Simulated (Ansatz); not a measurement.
A series in volume per atom on Li2Se

Periodic Kohn-Sham DFT of a crystal at fixed atoms; pressure and stress are positive in compression; the energy is the free energy less that of spherical unpolarised free atoms; site moments are those in the method's own spheres, positive along +z. The results are calculated, by Ansatz 0.2.0.

Cell of the first row (space group Fm-3m, No. 225):
```
Li2Se
1.0
      0.0000     2.9412     2.9412
      2.9412     0.0000     2.9412
      2.9412     2.9412     0.0000
Li Se
2 1
Direct
  0.25000 0.25000 0.25000
  0.75000 0.75000 0.75000
  0.00000 0.00000 0.00000
```

Settings of every row: method frozen-core PAW; functional LDA; relativity scalar; k mesh 9x9x9; filling fermi-dirac; smearing width 0.03 eV; wave cutoff 420 eV; paw set soft_2.

Atom start moment: 0 on all atoms.

Limits: PAW files made with PBE.

| row | volume per atom (Å³) | pressure (GPa) |
| --- | --- | --- |
| 1 | 16.962 | -0.629 |
| 2 | 17.323 | -1.356 |
| 3 | 17.684 | -2.011 |
| 4 | 17.865 | -2.313 |
| 5 | 18.045 | -2.599 |
| 6 | 18.225 | -2.871 |
| 7 | 18.406 | ? |
| 8 | 18.767 | -3.606 |
| 9 | 19.128 | -4.035 |

Question: what pressure should row 7 give?

Worked fit of pressure. Take u = (V_r/V)^(2/3) − 1 with V_r = 17.955 Å³ an atom, which is twice the finite (Eulerian) strain; such expansions in the strain, on which the Birch-Murnaghan equation of state is built, carry the rest volume and the bulk modulus. The shown rows have u = 0.03866, 0.02418, 0.01019, 0.00336, -0.00333, -0.0099, -0.02906, -0.04131. Least squares give pressure = −2.4583 + 42.761 × u + 114.66 × u² + 83 × u³ GPa; a parabola predicts inner rows, each left out in turn, worse (root mean square 0.0013 against 0.00054 GPa). The rows lie off it by 0.000, 0.000, 0.000, 0.000, 0.000, -0.001, 0.000, 0.000. The withheld row has u = -0.0164, so the fit gives −2.4583 + 42.761 × (-0.0164) + 114.66 × (-0.0164)² + 83 × (-0.0164)³ = -3.129 GPa.

The calculation gave -3.129 GPa. The fit meets it to the printed digit.
